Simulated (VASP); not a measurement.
Input of a VASP 6.6.1 run:

The input INCAR:

```
PREC = Accurate
ENCUT = 600
EDIFF = 1E-7
ISMEAR = 0
SIGMA = 0.1
LREAL = F
LASPH = T
NELM = 80
ALGO = Fast
ISIF = 3
LWAVE = F
LCHARG = F
GGA = PS
IBRION = 2
NSW = 90
EDIFFG = -0.005
```

Contents of KPOINTS:

```
regular mesh
0
Gamma
  18 18 18
```

File POSCAR:

```
Mo
1.0
   -1.5838089700      1.5838089700      1.5838089700
    1.5838089700     -1.5838089700      1.5838089700
    1.5838089700      1.5838089700     -1.5838089700
Mo
1
Direct
    0.0000000000      0.0000000000      0.0000000000
```

Potentials or basis: VASP PAW PBE potentials, release 64 (Mo_sv).

Command:

```sh
$ cat potpaw_PBE.64/Mo_sv/POTCAR > POTCAR
$ mpirun -np 1 vasp_std > vasp.out
```

Q: What does it give for the band gap on the k mesh?

A: None (metal or under the smearing width).

Q: What does it give for the relaxed volume?

A: 15.35 Å³/atom.

Q: Predict the space group after relaxing (to 0.05 Å).

A: Im-3m (No. 229).

Q: What does it give for the relaxed cell?

A: a = 2.712 Å, b = 2.712 Å, c = 2.712 Å, α = 109.47°, β = 109.47°, γ = 109.47°.

Final structure:
```
CELL_PARAMETERS angstrom
-1.56561 1.56561 1.56561
1.56561 -1.56561 1.56561
1.56561 1.56561 -1.56561
ATOMIC_POSITIONS crystal
Mo 0.00000 0.00000 0.00000
```

Caveat: the PAW data sets were made with another functional, which shifts forces and pressure a little.
